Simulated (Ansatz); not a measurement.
A calculation with Ansatz 0.2.0 of AgBr (ASE script, structure from a CIF):

Contents of run.py:

```python
import json

import ase.io
import numpy as np
import spglib

import ansatz as az

atoms = ase.io.read("AgBr.cif")
cell, frac, numbers = spglib.find_primitive((atoms.cell[:], atoms.get_scaled_positions(), atoms.numbers), symprec=1e-5)
atoms = ase.Atoms(numbers, cell=cell, scaled_positions=frac, pbc=True)

calculation = (
    az.Crystal.from_ase(atoms)
    .calculation()
    .kpoints(6, 6, 6)
    .functional("pbe")
    .pseudopotentials(kind="paw")
    .occupations(method="fixed")
    .phonons(method="dfpt", mesh=(2, 2, 2), temperatures=(0.0, 1000.0, 100.0), dielectric=True,
        rigid_motions="translations", path=(((0.0, 0.0, 0.0), (0.5, 0.0, 0.5), (0.5, 0.25, 0.75), (0.375, 0.375,
        0.75), (0.0, 0.0, 0.0), (0.5, 0.5, 0.5), (0.625, 0.25, 0.625), (0.5, 0.25, 0.75), (0.5, 0.5, 0.5), (0.375,
        0.375, 0.75)), ((0.625, 0.25, 0.625), (0.5, 0.0, 0.5))), intervals=8)
)
outcome = calculation.run(threads=2, events_out="events.jsonl")

report = outcome.report
for line in open("events.jsonl"):
    event = json.loads(line)
    if event["event"] == "scf_iter":
        d = event["data"]
        print(f"SCF {d['iter']:3d}  HF = {d['harris_foulkes_ev']:.6f} eV  dr2 = {d['dr2_ev']:.2e} eV")
    elif event["event"] in ("relax_step", "md_step"):
        d = event["data"]
        print(f"{event['event']} {d['step']:3d}  E = {d['lagrangian_ev']:.6f} eV")
np.set_printoptions(precision=5, suppress=True, linewidth=110)
print("converged:", report["converged"], "after", report["n_iterations"], "iterations")
print(f"free energy {report['free_energy_ev']:.6f} eV, Fermi level {report['fermi_energy_ev']:.4f} eV")
for key in ("band_edges_ev", "magnetization_mub", "site_moments_mub", "site_moments_nc_mub", "forces_ev_ang",
                "stress_gpa"):
    if report.get(key) is not None:
        print(key, np.array(report[key]), sep="\n")
```

The input AgBr.cif:

```cif
data_AgBr
_cell_length_a 5.74030000
_cell_length_b 5.74030000
_cell_length_c 5.74030000
_cell_angle_alpha 90.00000000
_cell_angle_beta 90.00000000
_cell_angle_gamma 90.00000000
_space_group_name_H-M_alt 'Fm-3m'
_space_group_name_Hall '-F 4 2 3'
_space_group_IT_number 225
loop_
_space_group_symop_operation_xyz
'x,y,z'
'-x,-y,-z'
'-y,x,z'
'y,-x,-z'
'-x,-y,z'
'x,y,-z'
'y,-x,z'
'-y,x,-z'
'x,-y,-z'
'-x,y,z'
'-y,-x,-z'
'y,x,z'
'-x,y,-z'
'x,-y,z'
'y,x,-z'
'-y,-x,z'
'z,x,y'
'-z,-x,-y'
'z,-y,x'
'-z,y,-x'
'z,-x,-y'
'-z,x,y'
'z,y,-x'
'-z,-y,x'
'-z,x,-y'
'z,-x,y'
'-z,-y,-x'
'z,y,x'
'-z,-x,y'
'z,x,-y'
'-z,y,x'
'z,-y,-x'
'y,z,x'
'-y,-z,-x'
'x,z,-y'
'-x,-z,y'
'-y,z,-x'
'y,-z,x'
'-x,z,y'
'x,-z,-y'
'-y,-z,x'
'y,z,-x'
'-x,-z,-y'
'x,z,y'
'y,-z,-x'
'-y,z,x'
'x,-z,y'
'-x,z,-y'
'x,y+1/2,z+1/2'
'-x,-y+1/2,-z+1/2'
'-y,x+1/2,z+1/2'
'y,-x+1/2,-z+1/2'
'-x,-y+1/2,z+1/2'
'x,y+1/2,-z+1/2'
'y,-x+1/2,z+1/2'
'-y,x+1/2,-z+1/2'
'x,-y+1/2,-z+1/2'
'-x,y+1/2,z+1/2'
'-y,-x+1/2,-z+1/2'
[... 41 lines left out ...]
'-x+1/2,-y,z+1/2'
'x+1/2,y,-z+1/2'
'y+1/2,-x,z+1/2'
'-y+1/2,x,-z+1/2'
'x+1/2,-y,-z+1/2'
'-x+1/2,y,z+1/2'
'-y+1/2,-x,-z+1/2'
'y+1/2,x,z+1/2'
'-x+1/2,y,-z+1/2'
'x+1/2,-y,z+1/2'
'y+1/2,x,-z+1/2'
'-y+1/2,-x,z+1/2'
'z+1/2,x,y+1/2'
'-z+1/2,-x,-y+1/2'
'z+1/2,-y,x+1/2'
'-z+1/2,y,-x+1/2'
'z+1/2,-x,-y+1/2'
'-z+1/2,x,y+1/2'
'z+1/2,y,-x+1/2'
'-z+1/2,-y,x+1/2'
'-z+1/2,x,-y+1/2'
'z+1/2,-x,y+1/2'
'-z+1/2,-y,-x+1/2'
'z+1/2,y,x+1/2'
'-z+1/2,-x,y+1/2'
'z+1/2,x,-y+1/2'
'-z+1/2,y,x+1/2'
'z+1/2,-y,-x+1/2'
'y+1/2,z,x+1/2'
'-y+1/2,-z,-x+1/2'
'x+1/2,z,-y+1/2'
'-x+1/2,-z,y+1/2'
'-y+1/2,z,-x+1/2'
'y+1/2,-z,x+1/2'
'-x+1/2,z,y+1/2'
'x+1/2,-z,-y+1/2'
'-y+1/2,-z,x+1/2'
'y+1/2,z,-x+1/2'
'-x+1/2,-z,-y+1/2'
'x+1/2,z,y+1/2'
'y+1/2,-z,-x+1/2'
'-y+1/2,z,x+1/2'
'x+1/2,-z,y+1/2'
'-x+1/2,z,-y+1/2'
'x+1/2,y+1/2,z'
'-x+1/2,-y+1/2,-z'
'-y+1/2,x+1/2,z'
'y+1/2,-x+1/2,-z'
'-x+1/2,-y+1/2,z'
'x+1/2,y+1/2,-z'
'y+1/2,-x+1/2,z'
'-y+1/2,x+1/2,-z'
'x+1/2,-y+1/2,-z'
'-x+1/2,y+1/2,z'
'-y+1/2,-x+1/2,-z'
'y+1/2,x+1/2,z'
'-x+1/2,y+1/2,-z'
'x+1/2,-y+1/2,z'
'y+1/2,x+1/2,-z'
'-y+1/2,-x+1/2,z'
'z+1/2,x+1/2,y'
'-z+1/2,-x+1/2,-y'
'z+1/2,-y+1/2,x'
'-z+1/2,y+1/2,-x'
'z+1/2,-x+1/2,-y'
'-z+1/2,x+1/2,y'
'z+1/2,y+1/2,-x'
'-z+1/2,-y+1/2,x'
'-z+1/2,x+1/2,-y'
'z+1/2,-x+1/2,y'
'-z+1/2,-y+1/2,-x'
'z+1/2,y+1/2,x'
'-z+1/2,-x+1/2,y'
'z+1/2,x+1/2,-y'
'-z+1/2,y+1/2,x'
'z+1/2,-y+1/2,-x'
'y+1/2,z+1/2,x'
'-y+1/2,-z+1/2,-x'
'x+1/2,z+1/2,-y'
'-x+1/2,-z+1/2,y'
'-y+1/2,z+1/2,-x'
'y+1/2,-z+1/2,x'
'-x+1/2,z+1/2,y'
'x+1/2,-z+1/2,-y'
'-y+1/2,-z+1/2,x'
'y+1/2,z+1/2,-x'
'-x+1/2,-z+1/2,-y'
'x+1/2,z+1/2,y'
'y+1/2,-z+1/2,-x'
'-y+1/2,z+1/2,x'
'x+1/2,-z+1/2,y'
'-x+1/2,z+1/2,-y'
loop_
_atom_site_label
_atom_site_type_symbol
_atom_site_symmetry_multiplicity
_atom_site_Wyckoff_symbol
_atom_site_fract_x
_atom_site_fract_y
_atom_site_fract_z
_atom_site_occupancy
Ag1 Ag 4 a 0.0000000000 0.0000000000 0.0000000000 1
Br1 Br 4 b 0.5000000000 0.0000000000 0.0000000000 1
```

Potentials or basis: Ansatz PAW.

Run with:

```bash
$ python run.py
```

Write the same calculation in another form: native input, structure typed inline.

As run:

File input.yaml:

```yaml
crystal:
  lattice:
    - [0.0, 2.87015, 2.87015]
    - [2.87015, 0.0, 2.87015]
    - [2.87015, 2.87015, 0.0]
  atoms:
    - { symbol: Ag, position: [0.0, 0.0, 0.0] }
    - { symbol: Br, position: [0.5, 0.5, 0.5] }
hamiltonian:
  xc: pbe
  pseudopotentials: { kind: paw }
kpoints:
  mp_grid: { grid: [6, 6, 6] }
scf:
  occupations: { method: fixed }
phonons:
  method: dfpt
  dielectric: true
  rigid_motions: translations
  qmesh: [2, 2, 2]
  temperatures: { t_max: 1000, t_step: 100 }
  qpath:
    path:
      - [[0.0, 0.0, 0.0], [0.5, 0.0, 0.5], [0.5, 0.25, 0.75], [0.375, 0.375, 0.75], [0.0, 0.0, 0.0], [0.5, 0.5, 0.5], [0.625, 0.25, 0.625], [0.5, 0.25, 0.75], [0.5, 0.5, 0.5], [0.375, 0.375, 0.75]]
      - [[0.625, 0.25, 0.625], [0.5, 0.0, 0.5]]
    npoints: 8
```

Potentials or basis: Ansatz PAW.

Run with:

```bash
$ ansatz run input.yaml --threads 2 --pin off --max-ram 5120MiB --backend cpu --events-out ev --progress --plain --runs-dir out
```

Both were run:

|  | ASE script, structure from a CIF | native input, structure typed inline |
| --- | --- | --- |
| Band gap on the k mesh | 0.67 eV, indirect (least direct gap 2.61 eV) | 0.67 eV, indirect (least direct gap 2.61 eV) |
| Electronic dielectric tensor (diagonal) | 6.13 | 6.13 |
| Born charges (mean of the diagonal) | Ag +1.52; Br -1.52 e | Ag +1.52; Br -1.52 e |
| Highest phonon frequency, LO-TO splitting left out | 133 cm⁻¹ | 133 cm⁻¹ |
| Static dielectric tensor (diagonal) | 13.21 | 13.21 |

Keys that steer only the numerical path or the files written may differ.

Caveat: the gap is small at this level, which inflates the dielectric constant; the q mesh is small, so phonon branches between its points and thermal values are rough.
